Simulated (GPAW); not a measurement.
The system is Ti.

```
CELL_PARAMETERS angstrom
-1.64100 1.64100 1.64100
1.64100 -1.64100 1.64100
1.64100 1.64100 -1.64100
ATOMIC_POSITIONS crystal
Ti 0.00000 0.00000 0.00000
```

This isn't the form of Ti at room conditions, which is hcp.

Base run:

| Property | Result |
| --- | --- |
| Program | GPAW 26.7.0 |
| Functional | LDA |
| Potentials or basis | the program's PAW data sets (release 1.2.1) made for this functional |
| Cutoff | 600 eV |
| Basis | pw |
| k mesh | 11 × 11 × 11 |
| Occupations | fermi-dirac, width 0.05 eV |
| Spin | no spin polarisation |
| Hubbard terms | Ti d U = 2 eV |

Its results: band gap on the k mesh none (metal or under the smearing width); pressure -8.0 GPa.

Task: The run is repeated on the same cell with these changes: hubbard terms from Ti d U = 2 eV to Ti d U = 8 eV. What comes out?

Result: Band gap on the k mesh none (metal or under the smearing width); pressure 4.7 GPa.

Caveats: U without spin polarisation on a metal has little footing; the U is typed as a test and isn't derived for this compound.
